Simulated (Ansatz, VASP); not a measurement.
# SnO in VASP and in Ansatz

File INCAR:

```
SYSTEM = SnO
ALGO     = Normal         ! electronic algorithm
DIPOL    = 0.5 0.5 0.403
EDIFF    = 1E-6           ! SCF threshold, eV
ENCUT    = 520            ! plane-wave cutoff, eV
GGA      = PE             ! functional
IDIPOL   = 3            
ISIF     = 2              ! what is computed and relaxed
ISMEAR   = 0              ! smearing method
IVDW     = 12             ! dispersion correction
LASPH    = .True.         ! aspherical terms in the spheres
LCHARG   = .False.        ! write CHGCAR
LDIPOL   = .True.       
LREAL    = .False.        ! projectors in reciprocal space
LWAVE    = .False.        ! write WAVECAR
NBANDS   = 50             ! bands
NELM     = 100            ! most SCF steps
PREC     = Accurate       ! precision mode
SIGMA    = 0.05           ! smearing width, eV
```

File KPOINTS:

```
k-points
0
Gamma
  7 7 1
  0 0 0
```

File POSCAR:

```
SnO
1.0
    3.8201635894      0.0000000000      0.0000000000
    0.0000000000      3.8201635894      0.0000000000
    0.0000000000      0.0000000000     22.2260803631
Sn O
4 4
Direct
    0.7500000000      0.2500000000      0.2024648488
    0.2500000000      0.7500000000      0.3087831984
    0.3750000000      1.1250000000      0.4977503906
   -0.1250000000      1.6250000000      0.6040687401
    0.2500000000      0.2500000000      0.2556240236
    0.7500000000      0.7500000000      0.2556240236
   -0.1250000000      1.1250000000      0.5509095654
    0.3750000000      1.6250000000      0.5509095654
```

Input for Ansatz:

```yaml
crystal:
  lattice:
    - [3.8201635894, 0.0, 0.0]
    - [0.0, 3.8201635894, 0.0]
    - [0.0, 0.0, 22.2260803631]
  atoms:
    - { symbol: Sn, position: [0.75, 0.25, 0.2024648488] }
    - { symbol: O, position: [0.25, 0.25, 0.2556240236] }
    - { symbol: O, position: [0.75, 0.75, 0.2556240236] }
    - { symbol: Sn, position: [0.25, 0.75, 0.3087831984] }
    - { symbol: Sn, position: [0.375, 1.125, 0.4977503906] }
    - { symbol: O, position: [-0.125, 1.125, 0.5509095654] }
    - { symbol: O, position: [0.375, 1.625, 0.5509095654] }
    - { symbol: Sn, position: [-0.125, 1.625, 0.6040687401] }
basis:
  ecutwfc: 420
kpoints:
  mp_grid: { grid: [7, 7, 1] }
hamiltonian:
  xc: pbe
  pseudopotentials: { kind: paw, azcp: { folder: soft_1 } }
  dispersion: d3bj
scf:
  occupations: { method: gaussian, width: 0.05 }
output:
  forces: true
  eigenvalues: true
efield:
  axis: 3
  dipole_correction: true
  ramp_width: 0.04
```

Alike in both runs: task single point; functional PBE; dispersion D3(BJ); k mesh 7 × 7 × 1; occupations gaussian, width 0.05 eV; no spin polarisation.

```csv
,VASP,Ansatz
version,VASP 6.6.1,Ansatz 0.2.0
potentials or method,"VASP PAW PBE potentials, release 64 (Sn_d, O)","scalar-relativistic, plane waves, PAW"
plane-wave cutoff (eV),520,420
valence electrons in the cell,80,80
```

```tsv
	VASP	Ansatz	Ansatz less VASP
gap on the k mesh at the Fermi level (eV)	2.51	2.52	+0.007
least direct gap on the mesh (eV)	2.57	2.61	+0.043
rms of the force components (eV/Å)	0.046	0.014	-0.0316
```

Caveats: spin-orbit coupling is left out, which moves the levels of the heavy elements.
